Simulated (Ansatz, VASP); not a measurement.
## Two plane-wave programs on Zr

```
Zr
1.0
     4.98497    0.00000    0.00000
    -2.49248    4.31711    0.00000
     0.00000    0.00000    3.13008
Zr
3
Cartesian
  2.4925 1.4390 1.5650
  0.0000 2.8781 1.5650
  0.0000 0.0000 0.0000
```

Alike in both runs: functional r2SCAN; k mesh 12 × 12 × 14; occupations gaussian, width 0.1 eV; no spin polarisation.

Ansatz relaxed the structure, and its values are those at the end. VASP's run is a single point on that final structure, the one shown.

|  | VASP | Ansatz |
| --- | --- | --- |
| version | VASP 6.6.1 | Ansatz 0.2.0 |
| potentials or method | VASP PAW PBE potentials, release 64 (Zr_sv) | scalar-relativistic, plane waves, PAW |
| plane-wave cutoff (eV) | 520 | 500 |
| valence electrons in the cell | 36 | 36 |

|  | VASP | Ansatz | Ansatz less VASP |
| --- | --- | --- | --- |
| gap on the k mesh at the Fermi level (eV) | none | none | - |
| pressure (GPa) | 3.1 | 3.1 | -0.02 |

A gap of «none» marks a metal or a gap that the smearing closes.

Caveats: the PAW data sets were made with another functional, which shifts forces and pressure a little (VASP).
